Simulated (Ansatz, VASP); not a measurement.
Given: the input of a run of VASP 6.6.1 on Al2Pt.

Contents of POSCAR:

```
Al2Pt
1.0
    0.0000000000      2.9150626719      2.9150626719
    2.9150626719      0.0000000000      2.9150626719
    2.9150626719      2.9150626719      0.0000000000
Pt Al
1 2
Direct
    0.0000000000      0.0000000000      0.0000000000
    0.7500000000      0.7500000000      0.7500000000
    0.2500000000      0.2500000000      0.2500000000
```

The input INCAR.step1:

```
SYSTEM = Al2Pt
PREC = Accurate ; ENCUT = 520
ISMEAR = -1 ; SIGMA = 0.05
LREAL = .False. ; LASPH = .True.
NELM = 80 ; NBANDS = 15
GGA = PE ; ALGO = Normal
EDIFF = 1E-4 ; LWAVE = .True.
LCHARG = .False.
```

File INCAR.step2:

```
SYSTEM = Al2Pt
PREC = Accurate ; ENCUT = 520
EDIFF = 1E-7 ; ISMEAR = -1
SIGMA = 0.05 ; LREAL = .False.
LASPH = .True. ; NELM = 80
ALGO = Normal ; ISIF = 2
LWAVE = .False. ; LCHARG = .False.
METAGGA = R2SCAN ; LMIXTAU = .True.
NBANDS = 15 ; ISTART = 1
```

The input KPOINTS:

```
regular mesh
0
Gamma
  8 8 8
  0 0 0
```

Potentials or basis: VASP PAW PBE potentials, release 64 (Pt, Al).

Command:

```bash
$ cat potpaw_PBE.64/Pt/POTCAR potpaw_PBE.64/Al/POTCAR > POTCAR
$ cp INCAR.step1 INCAR
$ mpirun -np 1 vasp_std > vasp.out
$ cp INCAR.step2 INCAR
$ mpirun -np 1 vasp_std > vasp.out
```

Translate it to Ansatz 0.2.0. Potentials there: Ansatz PAW.

As run (the cutoff follows the program's own potentials):

File input.yaml:

```yaml
crystal:
  lattice:
    - [0.0, 2.9150626719, 2.9150626719]
    - [2.9150626719, 0.0, 2.9150626719]
    - [2.9150626719, 2.9150626719, 0.0]
  atoms:
    - { symbol: Pt, position: [0.0, 0.0, 0.0] }
    - { symbol: Al, position: [0.75, 0.75, 0.75] }
    - { symbol: Al, position: [0.25, 0.25, 0.25] }
hamiltonian:
  xc: r2scan
  pseudopotentials: { kind: paw }
kpoints:
  mp_grid: { grid: [8, 8, 8] }
scf:
  occupations: { method: fermi_dirac, width: 0.05 }
output:
  forces: true
  stress: true
  eigenvalues: true
```

Potentials or basis: Ansatz PAW.

Command:

```bash
$ ansatz run input.yaml --threads 2 --pin off --max-ram 5632MiB --backend cpu --events-out ev --progress --plain --runs-dir out
```

Both were run:

|  | VASP | Ansatz | Ansatz less VASP |
| --- | --- | --- | --- |
| gap on the k mesh at the Fermi level (eV) | none | none | - |
| pressure (GPa) | 5.6 | 5.8 | +0.24 |

A gap of «none» marks a metal or a gap that the smearing closes. The two sets of potentials don't hold the same shells in valence.

Caveats: the PAW data sets were made with another functional, which shifts forces and pressure a little (VASP); the PAW data sets come from PBE, with cores solved anew for the run's functional, which leaves a small shift of forces and pressure (Ansatz). Spin-orbit coupling is left out, which matters for the levels of Pt.
